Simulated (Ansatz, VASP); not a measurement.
# SiNi: VASP beside Ansatz, part 2 of 2

One calculation is typed for both programs; each brings its own data sets and cutoff. How far apart do they land?

VASP 6.6.1 and Ansatz 0.2.0.

So far: Starting point; VASP: relaxation of cell and atoms, PBEsol.

### Step 3. Ansatz: relaxation of cell and atoms, PBEsol

Level of this step: Ansatz beside VASP: Kohn-Sham DFT, plane waves, PBEsol (Ansatz).

Ansatz runs on its default PAW (the set named soft_2) files.

The same cell, functional, mesh and smearing now go to Ansatz, which takes its cutoff from its data sets.

The input, input.yaml:

```yaml
crystal:
  lattice:
    - [2.94277066, 0.0, 0.0]
    - [0.0, 3.28032554, 0.0]
    - [0.0, 0.0, 4.67744676]
  atoms:
    - { symbol: Si, position: [0.0, 0.0, 0.15685684] }
    - { symbol: Si, position: [0.5, 0.5, 0.84314316] }
    - { symbol: Ni, position: [0.0, 0.0, 0.65750441] }
    - { symbol: Ni, position: [0.5, 0.5, 0.34249559] }
hamiltonian:
  xc: pbesol
  pseudopotentials: { kind: paw }
magnetization:
  spin_polarized: true
kpoints:
  mp_grid: { grid: [9, 8, 6] }
scf:
  occupations: { method: fermi_dirac, width: 0.05 }
relax:
  f_tol: 0.01
  max_steps: 60
  cell: { stress_tol: 0.05 }
output:
  forces: true
  stress: true
```

Launch:

```sh
> ansatz run input.yaml --threads 4 --pin off --max-ram 9216MiB --backend cpu --events-out ev --progress --plain --runs-dir out
```

Numbers of over 12 decimals in the logs are rounded to 6 here.

Output:

```text
band count auto-derived: 28 (N_el = 44.0; filled up to band 22; 27 by the electrons, moments and atoms)
Engine: ansatz 0.2.0, aarch64-unknown-linux-gnu
Pseudopotentials: kind: paw
Pseudopotential: Si, paw, valence charge 4, recommended cutoff 420 eV (normal), Si.paw.azcp
Pseudopotential: Ni, paw, valence charge 18, recommended cutoff 420 eV (normal), Ni.paw.azcp
Functional definition: PBEsol
  exchange = pbesol_x
  correlation = pbesol_c
Crystal: 4 atoms, lattice volume = 45.153 Å³
Basis set: ecut = 420 eV, 893 PW (Γ), exchange–correlation on 40×48×64 points (8 copies of the dense FFT grid, shifted against one another)
Bands: 28, of which v1, the nominal top of the filled ones, is band 22 counted from 1 (21 counted from 0)
Symmetry: 8 space group operations
Space group: Pmmn (ITA 59), of the structure as read, at distance tolerance 3.6e-5 Å
k-points: 100 of 432
Non-local potential: Si, projectors of the file, l = 0: 2, l = 1: 2, l = 2: 2
Non-local potential: Ni, projectors of the file, l = 0: 3, l = 1: 2, l = 2: 3, l = 3: 1
PAW form: soft (Blöchl's): semilocal exchange-correlation on the pseudo side does not see the compensation charge
PAW frozen core: Si, regenerated for the run's functional, and the local potential with it (the file was generated under x = pbe(κ = 0.804, μ = 0.219515), c = pbe(β = 0.066725))
PAW frozen core: Ni, regenerated for the run's functional, and the local potential with it (the file was generated under x = pbe(κ = 0.804, μ = 0.219515), c = pbe(β = 0.066725))
PAW one-centre angular grid: Si, 110 points (default); XC on 64 Gauss nodes
PAW one-centre angular grid: Ni, 590 points (default); XC on 64 Gauss nodes
Initial density: superposition of atomic densities (chi_scale 0.1, normalization cell, long waves kept (reshape's long-wave potential 0.00 eV rms))
Initial wavefunctions: pseudopotential atomic-orbital guess
Functional: x = pbesol(κ = 0.804, μ = 0.123457), c = pbesol(β = 0.046)
SCF iter   1: F=—  HF=-12855.752889 eV  |F-HF|=—  |Δ(HF+E_count)|=         —  Δρ=4.35e-2 (↑4.35e-2 ↓4.35e-2)  dr2=3.59e0  dr2_m=0.00e0  M=0.000 μB ∫|m|=0.000 μB  β_m=0.30  ethr=3.10e-3  ⟨swp⟩=5.2  Hψ=10911  notcnv=0  defer=1
preconditioner: auto → Kerker (q_TF=auto, 2.717 Å⁻¹)  [metal: Δε(μ)=0.029 eV  Ē_g=8.641 eV  σ=0.050 eV  W_gap=0.14  n_scr=16 (ndim 8)  ℏωp=29.2 eV  f_vac=0.000  D(μ)=0.91/eV (n_scr^D=2)]
spin=Collinear: Kerker preconditioning applied to the charge; magnetization (m = ρ↑ − ρ↓) channel mixes plain (no charge-response kernel on spin).
SCF iter   2: F=—  HF=-12853.599806 eV  |F-HF|=—  |Δ(HF+E_count)|=    2.15e0  Δρ=7.74e-2 (↑5.40e-2 ↓7.74e-2)  dr2=4.27e-1  dr2_m=1.69e0  M=2.009 μB ∫|m|=2.009 μB  ethr=3.10e-3  ⟨swp⟩=2.3  Hψ=4868  notcnv=0  defer=100
Mixer restart at iter 2: flushing history
SCF iter   3: F=—  HF=-12855.192749 eV  |F-HF|=—  |Δ(HF+E_count)|=         —  Δρ=5.72e-2 (↑5.72e-2 ↓4.78e-2)  dr2=5.86e-1  dr2_m=1.01e0  M=0.252 μB ∫|m|=0.316 μB  β_m=0.30  ethr=9.71e-4  ⟨swp⟩=3.5  Hψ=10598  notcnv=0  defer=159
SCF iter   4: F=—  HF=-12855.174471 eV  |F-HF|=—  |Δ(HF+E_count)|=   1.83e-2  Δρ=4.43e-2 (↑3.54e-2 ↓4.43e-2)  dr2=5.33e-1  dr2_m=5.79e-1  M=0.194 μB ∫|m|=0.255 μB  β_m=0.65  ethr=9.71e-4  ⟨swp⟩=2.6  Hψ=8518  notcnv=0  defer=216
SCF iter   5: F=—  HF=-12855.536410 eV  |F-HF|=—  |Δ(HF+E_count)|=   3.62e-1  Δρ=6.05e-2 (↑6.05e-2 ↓4.51e-2)  dr2=2.96e0  dr2_m=2.67e-2  M=0.043 μB ∫|m|=0.088 μB  β_m=0.38  ethr=9.71e-4  ⟨swp⟩=3.5  Hψ=11917  notcnv=0  defer=218  recentre
SCF iter   6: F=—  HF=-12855.128136 eV  |F-HF|=—  |Δ(HF+E_count)|=   4.08e-1  Δρ=1.17e-2 (↑1.17e-2 ↓5.41e-3)  dr2=3.00e-2  dr2_m=2.43e-2  M=0.037 μB ∫|m|=0.080 μB  β_m=0.73  ethr=9.71e-4  ⟨swp⟩=2.9  Hψ=12896  notcnv=0  defer=172
SCF iter   7: F=—  HF=-12855.123724 eV  |F-HF|=—  |Δ(HF+E_count)|=   4.41e-3  Δρ=3.22e-3 (↑3.22e-3 ↓2.47e-3)  dr2=9.57e-3  dr2_m=1.27e-4  M=0.000 μB ∫|m|=0.015 μB  β_m=0.87  ethr=6.81e-5  ⟨swp⟩=2.0  Hψ=9281  notcnv=0  defer=171
Mixer restart at iter 7: flushing history
SCF iter   8: F=—  HF=-12855.122613 eV  |F-HF|=—  |Δ(HF+E_count)|=         —  Δρ=1.65e-4 (↑1.65e-4 ↓1.65e-4)  dr2=2.28e-5  dr2_m=0.00e0  M=0.000 μB ∫|m|=0.000 μB  β_m=0.87  ethr=2.17e-5  ⟨swp⟩=4.5  Hψ=7167  notcnv=0  defer=84
SCF iter   9: F=—  HF=-12855.122677 eV  |F-HF|=—  |Δ(HF+E_count)|=   6.42e-5  Δρ=3.70e-4 (↑3.70e-4 ↓3.70e-4)  dr2=1.69e-4  dr2_m=0.00e0  M=0.000 μB ∫|m|=0.000 μB  β_m=0.87  ethr=5.18e-8  ⟨swp⟩=2.0  Hψ=5788  notcnv=0  defer=84
SCF iter  10: F=—  HF=-12855.122752 eV  |F-HF|=—  |Δ(HF+E_count)|=   7.50e-5  Δρ=7.55e-4 (↑7.55e-4 ↓7.55e-4)  dr2=6.35e-4  dr2_m=0.00e0  M=0.000 μB ∫|m|=0.000 μB  β_m=0.27  ethr=5.18e-8  ⟨swp⟩=2.9  Hψ=5504  notcnv=0  defer=84  recentre
SCF iter  11: F=—  HF=-12855.122660 eV  |F-HF|=—  |Δ(HF+E_count)|=   9.20e-5  Δρ=2.67e-5 (↑2.67e-5 ↓2.67e-5)  dr2=1.75e-6  dr2_m=0.00e0  M=0.000 μB ∫|m|=0.000 μB  β_m=0.66  ethr=5.18e-8  ⟨swp⟩=2.1  Hψ=4956  notcnv=0  defer=84
SCF iter  12: F=—  HF=-12855.122659 eV  |F-HF|=—  |Δ(HF+E_count)|=   1.01e-6  Δρ=6.72e-6 (↑6.72e-6 ↓6.72e-6)  dr2=1.39e-7  dr2_m=0.00e0  M=0.000 μB ∫|m|=0.000 μB  β_m=0.83  ethr=3.97e-9  ⟨swp⟩=2.1  Hψ=4016  notcnv=0  defer=84
[...]
Initial density: read from a saved state, or passed on in memory by an earlier SCF of this step, an earlier step, the calling program or the single point that the run made first
Stability of the state it starts from, as read at its close in the collinear treatment: not read negative (Ritz values of 1 − χ₀K, real part plus size of imaginary part, from 0.49 to 0.92, by its mixing steps under the symmetry group of the SCF that read it); nothing settles its magnetic order
iter 1 solved again at ethr=4.58e-7 eV; its pass at ethr=3.10e-3 eV (dr2=2.02e-4 eV) is discarded
SCF iter   1: F=—  HF=-12855.122662 eV  |F-HF|=—  |Δ(HF+E_count)|=         —  Δρ=2.92e-6 (↑2.92e-6 ↓2.92e-6)  dr2=2.86e-8  dr2_m=0.00e0  M=0.000 μB ∫|m|=0.000 μB  β_m=0.30  ethr=4.58e-7  ⟨swp⟩=2.9  Hψ=18282  notcnv=0
eigensolver tolerance schedule: the retry pair's looser diagonalisation over-reported the residual by 7035.34 of it (diagonalisation noise at an unbounded share of the residual, at the tolerance the schedule requests for it); recorded, not acted on — ethr = c·dr2/N_el stays at c = 1.0e-1
preconditioner: auto → Kerker (q_TF=auto, 2.717 Å⁻¹)  [metal: Δε(μ)=0.082 eV  Ē_g=8.230 eV  σ=0.050 eV  W_gap=0.38  n_scr=16 (ndim 8)  ℏωp=29.2 eV  f_vac=0.000  D(μ)=0.95/eV (n_scr^D=4)]
spin=Collinear: Kerker preconditioning applied to the charge; magnetization (m = ρ↑ − ρ↓) channel mixes plain (no charge-response kernel on spin).
SCF iter   2: F=—  HF=-12855.122659 eV  |F-HF|=—  |Δ(HF+E_count)|=   3.15e-6  Δρ=2.19e-6 (↑2.19e-6 ↓2.19e-6)  dr2=1.79e-8  dr2_m=0.00e0  M=0.000 μB ∫|m|=0.000 μB  β_m=0.65  ethr=6.51e-11  ⟨swp⟩=4.9  Hψ=9839  notcnv=0
SCF iter   3: F=-12855.122659 eV  HF=-12855.122659 eV  |F-HF|=1.76e-8  |Δ(HF+E_count)|=   1.53e-9  Δρ=3.60e-6 (↑3.60e-6 ↓3.60e-6)  dr2=1.68e-8  dr2_m=0.00e0  M=0.000 μB ∫|m|=0.000 μB  ethr=4.07e-11  ⟨swp⟩=2.0  Hψ=8222  notcnv=0
SCF 2 converged in 3 iterations: F = -12855.122659 eV  dr2 = 1.68e-8
relax step   1: F+E_penalty+E_count = -12855.12265886 eV  Δ(F+E_penalty+E_count) = +0.000e0 eV  max|allowed force component| = 9.217e-2 eV/Å  Δτ_max = 0.0000 Å  P = +0.178 GPa  Ω = 45.153 Å³  (3 SCF iters, dr2 threshold 1.00e-7 eV, accepted)
[...]
relax step   2: F+E_penalty+E_count = -12855.12336390 eV  Δ(F+E_penalty+E_count) = -7.050e-4 eV  max|allowed force component| = 4.948e-2 eV/Å  Δτ_max = 0.0026 Å  P = +0.047 GPa  Ω = 45.201 Å³  energy of the carried Pulay correction = -1.605e-5 eV  (5 SCF iters, dr2 threshold 4.00e-7 eV, accepted)
[...]
relax step   3: F+E_penalty+E_count = -12855.12383148 eV  Δ(F+E_penalty+E_count) = -4.676e-4 eV  max|allowed force component| = 1.056e-2 eV/Å  Δτ_max = 0.0027 Å  P = -0.036 GPa  Ω = 45.235 Å³  energy of the carried Pulay correction = -2.734e-5 eV  (5 SCF iters, dr2 threshold 4.00e-7 eV, accepted)
[...]
relax step   4: F+E_penalty+E_count = -12855.12384905 eV  Δ(F+E_penalty+E_count) = -1.758e-5 eV  max|allowed force component| = 2.346e-3 eV/Å  Δτ_max = 0.0008 Å  P = -0.011 GPa  Ω = 45.228 Å³  energy of the carried Pulay correction = -2.485e-5 eV  (6 SCF iters, dr2 threshold 1.30e-8 eV, accepted)
[...]
relax step   5: F+E_penalty+E_count = -12855.12386988 eV  Δ(F+E_penalty+E_count) = -2.083e-5 eV  max|allowed force component| = 2.315e-3 eV/Å  Δτ_max = 0.0000 Å  P = -0.011 GPa  Ω = 45.228 Å³  stress off target by 1.23e-2 GPa  SCF on the basis re-selected at this cell (its energy is not comparable with the rows above)  (6 SCF iters)
basis re-selected at this cell: Δ(F+E_penalty+E_count) = -2.083e-5 eV, ΔP = +0.001 GPa vs the last step (what re-selecting the basis moved, of the pressure what is left beyond the Pulay correction that the steps carried, after the strain that the cell walked since its last selection, with what the two solves' SCF thresholds leave and, on support functions, any second-order correction that the steps lacked; it is no m [...]
SCF converged after 6 iterations
Magnetization: 0.0000 μB (22.0000 up, 22.0000 down)
Absolute magnetization: 0.0000 μB (∫|ρ↑−ρ↓|)
Spin contamination: 0.0000 ħ² per cell (⟨S²⟩ above its minimum at these occupations)
Per-site moments (μB) at R_I (Å): [(0.0, 0.960137), (0.0, 0.960137), (0.0, 0.960137), (0.0, 0.960137)]
Free energy (F): -12855.123870 eV
Harris-Foulkes:  -12855.123870 eV  (|F-HF|=9.09e-12)
Internal energy: -12855.116183 eV  (E = F + TS)
E sigma→0 (E₀):  -12855.120027 eV
Entropy (-TS):   -0.007687 eV (-1.922 meV/atom)
Fermi energy:    16.207744 eV
--- Per-component energies (eV) ---
  E_band       = -593.732921
  E_kinetic    = 660.094941
  E_local      = -8870.444723  (includes V_loc(G=0)·N_el)
  E_nonlocal   = 1323.385011
  E_hartree    = 3834.743696
  E_xc         = -284.528602
  E_vxc        = -320.541744  (∫ρ·V_xc dr)
  E_paw        = -4189.519722  (= ΣΔE_a)
  E_vpaw       = -1055.715146  (= ΣTr[D̂ρ^β])
  E_aug_tail   = 0.001044  (compensation charges beyond the density's cutoff)
  E_ewald      = -5329.305526
  E_core_change = 0.457699  (= ΣΔE_core)
  E_smearing   = -0.007687  (= −TS)
  E_closure    = 0.000000  (closes the sum)
  Σ components = -12855.123870   (vs F -12855.123870, Δ=0.00e0)
--- Forces (eV/Å), atoms counted from 1 ---
  atom   1  Si     0.00000000     0.00000000    -0.00173399
  atom   2  Si    -0.00000000    -0.00000000     0.00173399
  atom   3  Ni     0.00000000    -0.00000000    -0.00231472
  atom   4  Ni    -0.00000000     0.00000000     0.00231472
  max |Σ_I F_I| component: 0.00e0 eV/Å
--- Stress (GPa, compression-positive) ---
       -0.010233       0.000000       0.000000
        0.000000      -0.009085       0.000000
        0.000000       0.000000      -0.012291
  P = ⅓ Tr σ = -0.0105 GPa (-0.105 kbar)
--- Relaxed structure (4 steps of the walk, 4 accepted, 1 SCFs on fresh bases) ---
  F+E_penalty+E_count = -12855.12386988 eV   max|allowed force component| = 2.315e-3 eV/Å   (the final SCF, on the basis selected at the relaxed cell)
  cell:  # Å, volume = 45.2275 Å³
    - [2.944542, 0.0, 0.0]
    - [0.0, 3.292099, 0.0]
    - [0.0, 0.0, 4.665651]
  atoms:
    - { symbol: Si, position: [0.0, 0.0, 0.157914] }
    - { symbol: Si, position: [0.500000, 0.5, 0.842086] }
    - { symbol: Ni, position: [0.0, 0.0, 0.656795] }
    - { symbol: Ni, position: [0.500000, 0.5, 0.343205] }
```

Wall time 11 s (4 threads of Arm Neoverse V1, shared host); peak memory 0.43 GiB; 40 s of CPU time.

### Step 4. Side by side

Known differences besides the potentials themselves: both relaxations stop at a tolerance, which leaves soft axes loose, and VASP keeps its plane-wave basis; the data sets hold 44 valence electrons in Ansatz (default PAW (the set named soft_2) files) and 28 in VASP; the cutoff is 420 eV in Ansatz and 520 eV in VASP; Ansatz makes its cores anew for this functional, VASP keeps those of its PBE data sets; Ansatz adds a Pulay correction to the stress that steers its cell, VASP none. Total energies have different zeros and are not compared.

Both answers:

```
                                         quantity  Ansatz   VASP  difference
                                      volume (Å³)   45.23  45.28     -0.13 %
edge a after relaxation, in the typed setting (Å)   2.945  2.947     -0.10 %
edge b after relaxation, in the typed setting (Å)   3.292  3.290     +0.06 %
edge c after relaxation, in the typed setting (Å)   4.666  4.670     -0.08 %
```

The walks stopped with -0.01 GPa left in Ansatz and 0.04 GPa in VASP; each walk ends within a tolerance, so the volume difference is uncertain by about these residues over the bulk modulus, most in soft cells.

### Step 5. Outcome

```yaml
difference_in_volume_relaxation_of_cell_and_atoms_pbesol: -0.13 %
```

**Reading.** The difference in volume is -0.13 % (relaxation of cell and atoms, PBEsol), within the 1.2 % picked in this series as the mark of a large difference, as far as the stopping tolerances let one tell. Such differences can come from data sets, numerical settings and the points named under the comparisons, not from the functional's error against experiment.

[Lines on the potential files, build, host, timing and source positions are cut from VASP's logs without a mark.]

[Logs are printed without paths, hosts, clocks, repeated set-up lines and the standing remarks that a program may print on its own settings, such as how far it seeks lower states.]

[Hosts, paths, dates, database ids (printed as entryN), source tags and the programs' standing remarks are cut or masked in the printed files.]
